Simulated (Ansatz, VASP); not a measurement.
# Cross-check of ZnSi7O16 (Zn_Si) between VASP and Ansatz, part 2 of 2

Wanted: the spread between two codes on one cell, functional and k mesh. The cell is taken from a series of runs on this material, whose earlier steps may have relaxed, scaled, displaced or heated it; both programs get it as it stands.

VASP 6.6.1 and Ansatz 0.2.0.

So far. Step 2 (VASP: single point, r2SCANh with an exact-exchange …): The run ends at a pressure of 35.92 GPa, with forces up to 0.18 eV/Å.

## 3. Ansatz: single point, r2SCANh with an exact-exchange share of 0.1

Level of this step: Ansatz beside VASP: Kohn-Sham DFT, plane waves, r2SCANh (Ansatz).

Ansatz runs on its default PAW (the set named soft_2) files.

The same cell, functional, mesh and smearing now go to Ansatz.

input.yaml

```yaml
crystal:
  checkpoint: "../qm2.relax.run"
  host: checkpoint
total_charge: -2
basis:
  ecutwfc: 500
  xc_grid: 2
hamiltonian:
  xc: r2scanh
kpoints:
  mp_grid: { grid: [1, 1, 1] }
scf:
  occupations: { method: fermi_dirac, width: 0.01 }
  max_iter: 60
output:
  forces: true
  charged_corrections:
    epsilon: [3.41, 3.41, 3.59]
    static_epsilon: [11.6, 11.6, 9.01]
    defect_position: [0.5, 0.5, 0.5]
  eigenvalues: true
  eigenstates: { localisation: true }
  populations: true
checkpoint:
  read: "../qm2.relax.run"
  write: "../qm2.hyb.run"
  compress: false
  write_wavefunctions: false
  write_every: 100000
```

Run with:

```console
$ ansatz run input.yaml --threads 4 --pin off --max-ram 9420MiB --backend cpu --events-out ev --progress --plain --runs-dir out
```

Numbers of over 12 decimals in the logs are rounded to 6 here.

The log of the run:

```text
Warning: checkpoint.read: hamiltonian.xc differs: saved r2scan, current r2scanh; the SCF iterates under this deck's functional from the saved state
crystal.checkpoint: the structure is that of <dir>, a `relax` run, at its step 6: its result, under r2scan at a charge of -2 e; 24 atoms read, 0 with a starting moment; this deck's functional is r2scanh; crystal.structure_sha256 for this input is
Engine: ansatz 0.2.0, aarch64-unknown-linux-gnu
Pseudopotentials: kind: paw
Pseudopotential: Si, paw, valence charge 4, recommended cutoff 500 eV (meta_gga), Si.paw.azcp
Pseudopotential: O, paw, valence charge 6, recommended cutoff 500 eV (meta_gga), O.paw.azcp
Pseudopotential: Zn, paw, valence charge 12, recommended cutoff 500 eV (meta_gga), Zn.paw.azcp
Functional definition: r2SCANh
  parameter a = 0.1
  parameter k0 = 0.174
  parameter k1 = 0.065
  parameter a1 = 4.9479
  exchange = (1 - a)*r2scan_x(k0 = k0, k1 = k1, a1 = a1) + a*exact_x
  correlation = r2scan_c
Crystal: 24 atoms, lattice volume = 186.981 Å³
Basis set: ecut = 500 eV, 4727 PW (Γ), exchange–correlation on 90×90×80 points (8 copies of the dense FFT grid, shifted against one another)
Bands: 93, of which v1, the nominal top of the filled ones, is band 69 counted from 1 (68 counted from 0)
Symmetry: 1 space group operations
Space group: P1 (ITA 1), of the structure as read, at distance tolerance 5.7e-5 Å
k-points: 1
Non-local potential: Si, projectors of the file, l = 0: 2, l = 1: 2, l = 2: 2
Non-local potential: O, projectors of the file, l = 0: 2, l = 1: 2, l = 2: 1
Non-local potential: Zn, projectors of the file, l = 0: 2, l = 1: 2, l = 2: 3, l = 3: 1
PAW form: soft (Blöchl's): semilocal exchange-correlation on the pseudo side does not see the compensation charge
PAW frozen core: Si, regenerated for the run's functional, and the local potential with it (the file was generated under x = pbe(κ = 0.804, μ = 0.219515), c = pbe(β = 0.066725))
PAW frozen core: O, regenerated for the run's functional, and the local potential with it (the file was generated under x = pbe(κ = 0.804, μ = 0.219515), c = pbe(β = 0.066725))
PAW frozen core: Zn, regenerated for the run's functional, and the local potential with it (the file was generated under x = pbe(κ = 0.804, μ = 0.219515), c = pbe(β = 0.066725))
PAW one-centre angular grid: Si, 302 points (default); XC on 160 Gauss nodes
PAW one-centre angular grid: O, 302 points (default); XC on 160 Gauss nodes
PAW one-centre angular grid: Zn, 590 points (default); XC on 261 of its mesh's 2673 points in the sphere
Initial density: read from a saved state, or passed on in memory by an earlier SCF of this step, an earlier step, the calling program or the single point that the run made first
Initial wavefunctions: pseudopotential atomic-orbital guess
Functional: x = r2scan, c = r2scan; τ floored in thin density (d = 2e-4 eV/Å³), warm-up for x = 0.9 r2scan + 0.1 exact, c = r2scan; τ floored in thin density (d = 2e-4 eV/Å³)
iter 1 solved again at ethr=3.09e-6 eV; its pass at ethr=1.00e-1 eV (dr2=4.27e-3 eV) is discarded
SCF iter   1: F=—  HF=-16891.395463 eV  |F-HF|=—  |Δ(HF+E_count)|=         —  Δρ=2.33e-4  dr2=5.80e-5  dr2_τ=1.78e-6  ethr=3.09e-6  ⟨swp⟩=20.0  Hψ=812  notcnv=2
preconditioner: auto → none  [insulator: Δε(μ)=5.780 eV  Ē_g=19.598 eV  σ=0.010 eV  W_gap=1.00  n_scr=56 (ndim 8)  ℏωp=31.9 eV  f_vac=0.000  D(μ)=0.00/eV (n_scr^D=0)]
SCF iter   2: F=-16891.395407 eV  HF=-16891.395431 eV  |F-HF|=2.39e-5  |Δ(HF+E_count)|=   3.23e-5  Δρ=1.10e-4  dr2=1.45e-5  dr2_τ=7.37e-7  ethr=4.21e-8  ⟨swp⟩=9.0  Hψ=236  notcnv=0
SCF 1 stopped early in 2 iterations: F = -16891.395407 eV  dr2 = 1.45e-5
  greatest PAW one-centre occupation: 0.997 electrons in one spin orbital (limit 2), on the Zn atom at site 13 (counted from 0), in its partial waves of l = 2
Initial density: handed on by an earlier stage of this run
Initial wavefunctions: those handed on with the density
Functional: x = 0.9 r2scan + 0.1 exact, c = r2scan; τ floored in thin density (d = 2e-4 eV/Å³)
Exchange kernel: α = 0.1000, full range, Wigner–Seitz truncation, v(0) = 1119.3663 eV·Å³, q-mesh 1×1×1, nearest image of the exchange supercell L = 5.34 Å, pair-density grid 30×30×27, without the augmentation charges, whose exchange is taken in its separable form (sized by the pseudopotential files, 45×45×40 at the most)
Frozen-core exchange: fock
SCF iter   1: F=—  HF=-16888.575078 eV  |F-HF|=—  |Δ(HF+E_count)|=         —  Δρ=2.99e-3  dr2=8.35e-3  dr2_τ=2.02e-4  ethr=1.05e-7  ⟨swp⟩=11.0  Hψ=515  notcnv=0
preconditioner: auto → none  [insulator: Δε(μ)=7.010 eV  Ē_g=20.849 eV  σ=0.010 eV  W_gap=1.00  n_scr=56 (ndim 8)  ℏωp=31.9 eV  f_vac=0.000  D(μ)=0.00/eV (n_scr^D=0)]
SCF iter   2: F=—  HF=-16888.572875 eV  |F-HF|=—  |Δ(HF+E_count)|=   2.20e-3  Δρ=9.44e-4  dr2=8.64e-4  dr2_τ=9.87e-5  ethr=1.05e-7  ⟨swp⟩=5.0  Hψ=322  notcnv=0
SCF iter   3: F=—  HF=-16888.574724 eV  |F-HF|=—  |Δ(HF+E_count)|=   1.85e-3  Δρ=7.24e-4  dr2=4.04e-4  dr2_τ=2.08e-5  ethr=1.05e-7  ⟨swp⟩=5.0  Hψ=282  notcnv=0
SCF iter   4: F=—  HF=-16888.574635 eV  |F-HF|=—  |Δ(HF+E_count)|=   8.95e-5  Δρ=2.13e-4  dr2=3.41e-5  dr2_τ=2.51e-6  ethr=1.05e-7  ⟨swp⟩=4.0  Hψ=183  notcnv=0
iter 5 solved again at ethr=4.19e-10 eV; its pass at ethr=2.17e-8 eV (dr2=5.78e-7 eV) is discarded
SCF iter   5: F=—  HF=-16888.574631 eV  |F-HF|=—  |Δ(HF+E_count)|=   3.30e-6  Δρ=2.28e-5  dr2=1.25e-6  dr2_τ=9.62e-8  ethr=4.19e-10  ⟨swp⟩=6.0  Hψ=427  notcnv=0
SCF iter   6: F=—  HF=-16888.574652 eV  |F-HF|=—  |Δ(HF+E_count)|=   2.04e-5  Δρ=3.40e-5  dr2=1.18e-6  dr2_τ=2.42e-8  ethr=4.19e-10  ⟨swp⟩=5.0  Hψ=284  notcnv=0
SCF iter   7: F=-16888.574651 eV  HF=-16888.574651 eV  |F-HF|=1.24e-8  |Δ(HF+E_count)|=   5.96e-7  Δρ=4.16e-6  dr2=2.09e-8  dr2_τ=5.15e-9  ethr=4.19e-10  ⟨swp⟩=4.0  Hψ=211  notcnv=0
SCF 2 converged in 7 iterations: F = -16888.574651 eV  dr2 = 2.09e-8
  Residual-converged pass: ⟨swp⟩=3.0  Hψ=182  notcnv=0  max |occ|·‖R‖ = 6.1e-6 eV (tolerance 6.7e-6 eV)  dr2=2.15e-8  dr2_τ=5.25e-9  dr2_onsite=5.71e-9  max |Δocc| = 0.0e0
hybrid outer 1: dexx = +1.498e-3 eV, tail = 9.68e-7 eV
Exchange kernel: α = 0.1000, full range, Wigner–Seitz truncation, v(0) = 1119.3663 eV·Å³, q-mesh 1×1×1, nearest image of the exchange supercell L = 5.34 Å, pair-density grid 30×30×27, without the augmentation charges, whose exchange is taken in its separable form (sized by the pseudopotential files, 45×45×40 at the most)
Frozen-core exchange: fock
SCF iter   1: F=—  HF=-16888.574626 eV  |F-HF|=—  |Δ(HF+E_count)|=         —  Δρ=5.37e-6  dr2=3.15e-8  dr2_τ=1.01e-8  ethr=3.51e-9  ⟨swp⟩=9.0  Hψ=250  notcnv=0
preconditioner: auto → none  [insulator: Δε(μ)=6.949 eV  Ē_g=20.836 eV  σ=0.010 eV  W_gap=1.00  n_scr=56 (ndim 8)  ℏωp=31.9 eV  f_vac=0.000  D(μ)=0.00/eV (n_scr^D=0)]
SCF iter   2: F=-16888.574626 eV  HF=-16888.574626 eV  |F-HF|=1.15e-9  |Δ(HF+E_count)|=   9.85e-9  Δρ=2.37e-6  dr2=4.15e-9  dr2_τ=1.07e-9  ethr=2.26e-11  ⟨swp⟩=4.0  Hψ=242  notcnv=0
SCF 3 converged in 2 iterations: F = -16888.574626 eV  dr2 = 4.15e-9
  Residual-converged pass: ⟨swp⟩=3.0  Hψ=182  notcnv=0  max |occ|·‖R‖ = 1.6e-6 eV (tolerance 1.7e-6 eV)  dr2=4.27e-9  dr2_τ=1.09e-9  dr2_onsite=3.26e-10  max |Δocc| = 0.0e0
hybrid outer 2: dexx = +7.313e-9 eV, tail = 1.11e-8 eV, Δε = 2.51e-4 eV (about 3.16e-5 eV left of the loop's levels), ΔF = 7.01e-4 eV/Å (tail 2.45e-4)
hybrid SCF converged: 2 outer / 9 inner (+2 warm-up), last move |dexx| = 7.31e-9 eV, tail = 1.11e-8 eV
Stability not checked: this state was not tested for a lower state beside it, because the functional holds exact exchange (a hybrid, or Hartree-Fock), whose exchange loop this test does not read (fock_operator; see scf.lower_state_search)
Free energy (F): -16888.574626 eV
Frozen-core exchange: fock
Harris-Foulkes:  -16888.574626 eV  (|F-HF|=1.15e-9)
Internal energy: -16888.574626 eV  (E = F + TS)
E sigma→0 (E₀):  -16888.574626 eV
Fermi energy:    13.738864 eV
--- Per-component energies (eV) ---
  E_band       = 166.126264
  E_kinetic    = 3428.333645
  E_local      = -6667.100719  (includes V_loc(G=0)·N_el)
  E_nonlocal   = 1544.732047
  E_hartree    = 2542.019361
  E_xc         = -1555.245970
  E_vxc        = -1959.300709  (∫ρ·V_xc dr)
  E_exx        = -188.950999  (= α·E_x^exact, valence–valence)
  E_paw        = -8044.505602  (= ΣΔE_a)
  E_vpaw       = -997.594336  (= ΣTr[D̂ρ^β])
  E_aug_tail   = 0.018497  (compensation charges beyond the density's cutoff)
  E_vtau       = 110.903918  (kinetic-family band-sum trace: ∫τ·v_τ [+ j·A + Jᵃ·Aᵃ] dr)
  E_ewald      = -7946.704767
  E_core_change = -1.170121  (= ΣΔE_core)
  E_smearing   = -0.000000  (= −TS)
  E_closure    = 0.000002  (closes the sum)
  E_deformation_potential = -38.313135  (in the stress; not in F)
  Σ components = -16888.574626   (vs F -16888.574626, Δ=-3.64e-12)
--- Forces (eV/Å), atoms counted from 1 ---
  atom   1  Si     0.00211795    -0.00121162    -0.00093751
  atom   2  Si    -0.00277522    -0.00285374    -0.00092016
  atom   3  Si     0.00413525     0.00053750     0.01441359
  atom   4  Si    -0.00331250    -0.00079638    -0.01485488
  atom   5  O      0.01484276     0.01739146     0.00128923
  atom   6  O      0.03427236     0.03291431     0.00139804
  atom   7  O     -0.03328527    -0.03290686     0.00196360
  atom   8  O     -0.01606884    -0.01644846     0.00173390
  atom   9  O     -0.03288175     0.03087279    -0.00241451
  atom  10  O      0.00565340    -0.00502848    -0.04501414
  atom  11  O      0.03109487    -0.03510716    -0.00435875
  atom  12  O     -0.00215046     0.00564886    -0.04418866
  atom  13  Si     0.00165083     0.00248598     0.00013425
  atom  14  Zn    -0.00059200    -0.00240164     0.00111575
  atom  15  Si     0.00053631     0.00255076    -0.01434492
  atom  16  Si    -0.00176408    -0.00510443     0.01533124
  atom  17  O      0.01992689     0.01766851     0.00025918
  atom  18  O      0.09203743     0.09428289    -0.00022616
  atom  19  O     -0.08957375    -0.09096579     0.00053528
  atom  20  O     -0.01955361    -0.02025514     0.00004105
  atom  21  O     -0.03227059     0.03237033     0.00231096
  atom  22  O      0.00963402    -0.00851032     0.04465015
  atom  23  O      0.03006727    -0.03338270     0.00400347
  atom  24  O     -0.00298300     0.00671149     0.04487267
  max |Σ_I F_I| component: 1.15e-2 eV/Å
--- Charged-cell corrections in eV (Makov–Payne, q = -2.000 e, ε = [3.410, 3.410, 3.590] of the electrons, [11.600, 11.600, 9.010] with the ions) ---
  F (periodic)     = -16888.574626  (uncorrected; the corrections below are reported, never added to it)
  E_corr1          = +4.096110  (monopole, q²α_M/2ε̄L, of the cell on which ε is isotropic)
  F Makov-Payne    = n/a  (the rows are of the electrons' constant alone; ansatz place-levels tells what screens the charge)
  no potential alignment in this run, which stands beside a crystal: run the host's input off ansatz write-host-input, and read the two finished runs by ansatz place-levels (neither reads a slab, a wire or a sheet, whose cell leaves a vacuum)
--- Band table (eV) ---
  k-point 0: bands = [... 65 lower, 8.9207, 9.0716, 9.7948, 10.2644, 17.2133, 18.0306, 18.8333, 19.0010, ... 20 higher]
--- Löwdin populations: 24 sites ---
  site symbol       q [e]
     0     Si      2.2682
     1     Si      2.3536
     2     Si      2.2692
     3     Si      2.2744
     4      O      6.8192
     5      O      6.8180
     6      O      6.8180
     7      O      6.8192
     8      O      6.8119
     9      O      6.9477
    10      O      6.8119
    11      O      6.9477
    12     Si      2.2713
    13     Zn     10.4539
    14     Si      2.2692
    15     Si      2.2744
    16      O      6.8155
    17      O      6.9609
    18      O      6.9609
    19      O      6.8154
    20      O      6.8119
    21      O      6.9477
    22      O      6.8119
    23      O      6.9478
  spilling = 0.012320 (of n_electrons = 138.000000)
```

In the SCF lines HF is the Harris–Foulkes energy and dr2 the Hartree energy of the density residual, in eV; the loop may stop once dr2 is under the threshold and the program's other checks hold. Hψ counts applications of the Hamiltonian.

## 4. Comparison

Known differences besides the potentials themselves: exact exchange at q = 0 is treated differently, which shows on coarse meshes; VASP keeps PBE cores, Ansatz makes them for the functional; the cutoff is 500 eV in Ansatz and 520 eV in VASP (PREC = Accurate, projectors in real space); VASP takes a coarser grid for exact exchange (PRECFOCK = Fast). Total energies have different zeros and are not compared.

Both answers:

```csv
quantity,Ansatz,VASP,difference
gap on the k mesh (eV),6.949,6.930,+0.019
```

Forces on 7 of the 24 atoms, those with the largest forces and the largest differences (eV/Å; atoms numbered as in POSCAR):

```csv
atom,"Ansatz x, y, z","VASP x, y, z"
O9,"0.034, 0.033, 0.001","0.025, 0.025, 0.000"
O13,"0.006, -0.005, -0.045","0.051, -0.049, -0.107"
O15,"-0.002, 0.006, -0.044","-0.048, 0.052, -0.109"
O17,"0.092, 0.094, 0.000","0.124, 0.125, 0.001"
O18,"-0.090, -0.091, 0.001","-0.120, -0.123, 0.001"
O21,"0.010, -0.009, 0.045","0.054, -0.053, 0.105"
O23,"-0.003, 0.007, 0.045","-0.050, 0.054, 0.105"
```

The forces differ by 25 meV/Å r.m.s., which is 58.0 % of the r.m.s. force of 0.043 eV/Å (both taken over all components). A gap on the mesh is an upper bound, since the band edges may lie between its points. The cell carries a charge of -2 e against a uniform background, so its pressure also hangs on how the neutralising background is counted, and in a defect's cell a gap may be the spacing between its levels.

## 5. Summary of results

- r.m.s. force difference (single point, r2SCANh with an exact-exchange share of 0.1): 25 meV/Å

**Reading.** The r.m.s. force difference is 25 meV/Å (single point, r2SCANh with an exact-exchange share of 0.1), beyond the 12 meV/Å picked in this series as the mark of a large difference. What causes the difference of the single point, r2SCANh with an exact-exchange share of 0.1 pair stays open here. Such differences can come from data sets, numerical settings and the points named under the comparisons, not from the functional's error against experiment.

[Lines on the potential files, build, host, timing and source positions are cut from VASP's logs without a mark.]

[Logs are printed without paths, hosts, clocks, repeated set-up lines and the standing remarks that a program may print on its own settings, such as how far it seeks lower states.]

[Hosts, paths, dates, database ids (printed as entryN), source tags and the programs' standing remarks are cut or masked in the printed files.]
